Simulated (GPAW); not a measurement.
The system is Co.

```
Co
1.0
     2.47200    0.00000    0.00000
    -1.23600    2.14081    0.00000
     0.00000    0.00000    4.02114
Co
2
Direct
  0.66667 0.33333 0.75000
  0.33333 0.66667 0.25000
```

Base run:

- Program: GPAW 26.7.0
- Functional: LDA
- Potentials or basis: the program's PAW data sets (release 1.2.1) made for this functional
- Cutoff: 600 eV
- Basis: pw
- k mesh: 9 × 9 × 5
- Occupations: fermi-dirac, width 0.05 eV
- Spin: collinear spin, ferromagnetic start
- Starting moments: [2.0, 2.0] μB

Its results: pressure -14.7 GPa; net moment 3.04 μB per cell; site moments Co +1.57 μB.

Problem. The run is repeated on the same cell with these changes: band points from 60 to 100; hubbard terms from none to Co d U = 7 eV. What comes out?

Solution. Pressure -1.2 GPa; net moment 4.01 μB per cell; site moments Co +2.23 μB.

Caveats: the U is typed as a test and isn't derived for this compound (some runs).
